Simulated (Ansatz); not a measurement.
**Rh under pressure: fit and missing row**

Rh, Fm-3m, a = 3.830 Å. Ansatz: PBE, PAW, 420 eV, Γ-centred 18×18×18 mesh on 1 atom, Gaussian smearing 0.10 eV; no spin polarisation. Cell and atoms are relaxed at each pressure, and no other structure is tried, so the rows at high pressure may lie past a change of phase.

| V (Å³/atom) | P (GPa) |
| --- | --- |
| ? | 59.97 |
| 12.811 | 30.00 |
| 13.345 | 15.00 |
| 13.645 | 8.00 |
| 13.887 | 3.00 |
| 14.045 | 0.00 |
| 14.215 | -3.00 |

Take V0 = 14.045 Å³/atom, fit the third-order Birch–Murnaghan form to the other rows, and predict the missing volume.

With the Eulerian strain f = ½[(V0/V)^(2/3) − 1] and y = P/[3f(1 + 2f)^(5/2)], the form is the line y = B0 + 1.5 B0 (B0′ − 4) f. Rows (f, y): 0.03161, 271.4; 0.01734, 264.8; 0.00972, 261.5; 0.00379, 258.9; -0.00399, 255.7. Means f = 0.01169, y = 262.46; Σ(Δf)² = 0.0007409, ΣΔfΔy = 0.3273; the slope is their ratio. y = 257.3 + 441.8 f GPa, so B0 = 257.3 GPa and B0′ = 4 + 2 × (441.8)/(3 × 257.3) = 5.14. P = 59.97 GPa is met at f = 0.05476 (y = 281.49), so V = V0 (1 + 2f)^(−3/2) = 12.018 Å³/atom. The run gave 12.012 Å³/atom, so the fit is 0.006 Å³/atom too high, a small miss on the scale of the series. The form still works here, 91 % of the fitted range beyond its end.

The mesh isn't the same in all rows (18×18×18, 20×20×20).

Rhodium is stiff at zero pressure and stiffens further on compression: y rises with f in every fitted row, which puts B0′ at 5.14, above the value of 4 at which the line would be flat. The large B0 of 257.3 GPa reflects strong bonding through the partly filled 4d band. As the atoms approach, d–d overlap broadens this band and adds bonding, but the kinetic-energy cost of squeezing the sp electrons and the overlap with the ion cores grow faster, so resistance to compression rises.

The predicted volume at 59.97 GPa is slightly too large, so the extrapolated curve is marginally too stiff there. This doesn't establish a need for a higher-order strain term, because y is a ratio of two small quantities near V0, and slight errors in volume or pressure in those rows can tilt the line. The close agreement supports the fit as a compact description of the calculated compression curve, but it is no test of how accurately the functional describes real rhodium.
